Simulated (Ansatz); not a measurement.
# SiS2: the cost of one run

Program: Ansatz 0.2.0. Level of theory: DFT PBE, scalar-relativistic, plane waves, PAW. These are calculated values, not measurements.

1 further run of the same task is left out (it didn't finish).

## Step 1: Starting point

Symmetry: Ibam, No. 72, orthorhombic system. Conventional cell: a = 6.394 Å, b = 11.002 Å, c = 5.594 Å, α = 90.00°, β = 90.00°, γ = 90.00°. Around Si (site symmetry 222) lie 4 S at 2.15 Å. S (site symmetry m) has 2 Si at 2.15 Å as nearest neighbours.

Coordinates:

```cif
data_structure
_symmetry_space_group_name_H-M 'P 1'
_symmetry_Int_Tables_number 1
_cell_length_a 6.9503
_cell_length_b 6.9503
_cell_length_c 6.9503
_cell_angle_alpha 125.225
_cell_angle_beta 75.351
_cell_angle_gamma 132.540
_cell_volume 196.77
loop_
_atom_site_label
_atom_site_type_symbol
_atom_site_fract_x
_atom_site_fract_y
_atom_site_fract_z
_atom_site_occupancy
Si1 Si 0.75000 0.75000 0.00000 1
Si2 Si 0.25000 0.25000 0.00000 1
S1 S 0.89527 0.81938 0.71466 1
S2 S 0.10473 0.18062 0.28534 1
S3 S 0.39527 0.68062 0.07589 1
S4 S 0.60473 0.31938 0.92411 1
```

It is the end of an earlier relaxation with the same method, from a generated guess; it is a trial structure. At a tolerance of 0.02 Å it has space group Ibam (No. 72); it has 32.80 Å³/atom, an uncorrected energy of -0.68 eV/atom over the elements.

## Step 2: Bands, states and charges

The input, input.yaml:

```yaml
crystal:
  lattice:
    - [-3.197184726, 5.5010648878, 2.7970102799]
    - [3.197184726, -5.5010648878, 2.7970102799]
    - [3.197184726, 5.5010648878, -2.7970102799]
  atoms:
    - { symbol: Si, position: [0.75, 0.75, 0.0] }
    - { symbol: Si, position: [0.25, 0.25, 0.0] }
    - { symbol: S, position: [0.8952737405, 0.8193816351, 0.7146553757] }
    - { symbol: S, position: [0.1047262595, 0.1806183649, 0.2853446243] }
    - { symbol: S, position: [0.3952737405, 0.6806183649, 0.0758921054] }
    - { symbol: S, position: [0.6047262595, 0.3193816351, 0.9241078946] }
basis:
  ecutwfc: 420
kpoints:
  mp_grid: { grid: [6, 6, 6] }
  band_path:
    path:
      - [[0.0, 0.0, 0.0], [0.5, -0.5, 0.5], [0.33444655, -0.33444655, 0.66555345]]
      - [[-0.33444655, 0.33444655, 0.33444655], [0.0, 0.0, 0.0], [0.31463007, 0.31463007, -0.31463007]]
      - [[0.68536993, -0.31463007, 0.31463007], [0.5, -0.5, 0.5]]
      - [[0.0, 0.0, 0.0], [0.0, 0.5, 0.0], [0.25, 0.25, 0.25], [0.5, 0.0, 0.0], [0.0, 0.0, 0.0], [0.0, 0.0, 0.5], [0.25, 0.25, 0.25]]
    npoints: 14
hamiltonian:
  xc: pbe
scf:
  occupations: { method: gaussian, width: 0.02 }
  n_extra_bands: 15
output:
  forces: true
  stress: true
  eigenvalues: true
  populations: true
  dos: { projected: true, de: 0.02, nscf_kmesh: { grid: [9, 9, 9] } }
  bader: true
  write_density: true
  write_potential: true
  elf: true
  volumetric_format: npy
```

Run with:

```bash
> ansatz run input.yaml --threads 1 --pin off --max-ram 2560MiB --backend cpu --events-out ev --progress --plain --runs-dir out
```

What time and memory should one allow on 1 thread of Intel Xeon Platinum 8488C (Sapphire Rapids), shared host?

About 94 s, with a peak of 0.82 GiB.
